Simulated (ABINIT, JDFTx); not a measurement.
Given: the input of a run of ABINIT 10.8.3 (patched build) on Nb. 

run.abi

```
# Pseudopotentials
pp_dirpath "./"
pseudos "Nb.GGA_PBE-JTH.xml"

# Structure
acell 3*1.0
rprim
    -3.1444097851     3.1444097851     3.1444097851
     3.1444097851    -3.1444097851     3.1444097851
     3.1444097851     3.1444097851    -3.1444097851
ntypat 1
znucl 41
natom 1
typat 1
xred
     0.0000000000     0.0000000000     0.0000000000

# Plane-wave basis
ecut 16.0
pawecutdg 32.0

# k points
kptopt 1
ngkpt 11 11 11
nshiftk 1
shiftk 0.0 0.0 0.0

# Exchange and correlation
ixc 11

# Bands and occupations
nband 11
occopt 3
tsmear 0.05 eV

# SCF cycle
nstep 100
tolvrs 1.0e-9

# Output
iomode 3
prtwf 0
prtden 0
prteig 0
prtebands 0
```

Potentials or basis: JTH PAW PBE v2.0.

Command:

```console
$ abinit run.abi > log 2>&1
```

**Question.** What does the same run look like in JDFTx 1.7.0 (patched build)? Potentials or basis there: PseudoDojo-SR-PBE-0.5-standard with smoothed tails, cutoff 1116 eV.

**Answer.** As run (cutoffs and basis follow the program's own potentials, and thresholds, step limits or extra output files can differ):

File Nb.in:

```
lattice \
   -3.1444097851     3.1444097851     3.1444097851 \
    3.1444097851    -3.1444097851     3.1444097851 \
    3.1444097851     3.1444097851    -3.1444097851
coords-type Lattice
ion Nb     0.0000000000     0.0000000000     0.0000000000 1

ion-species pseudo/Nb.upf
elec-cutoff 41
elec-ex-corr gga-PBE
kpoint-folding 11 11 11
elec-smearing Fermi 0.0018374661
elec-n-bands 12
electronic-SCF nIterations 100 energyDiffThreshold 1e-09
electronic-minimize nIterations 30 energyDiffThreshold 1e-7
converge-empty-states yes
forces-output-coords Cartesian

dump-name run.$VAR
dump End Ecomponents EigStats BandEigs Kpoints Forces Stress
```

Potentials or basis: PseudoDojo-SR-PBE-0.5-standard with smoothed tails.

Run with:

```sh
$ jdftx -c 1 -i Nb.in -o Nb.out
```

Both were run:

|  | ABINIT | JDFTx |
| --- | --- | --- |
| Pressure | -2.5 GPa | -1.9 GPa |

Pressure is positive in compression.
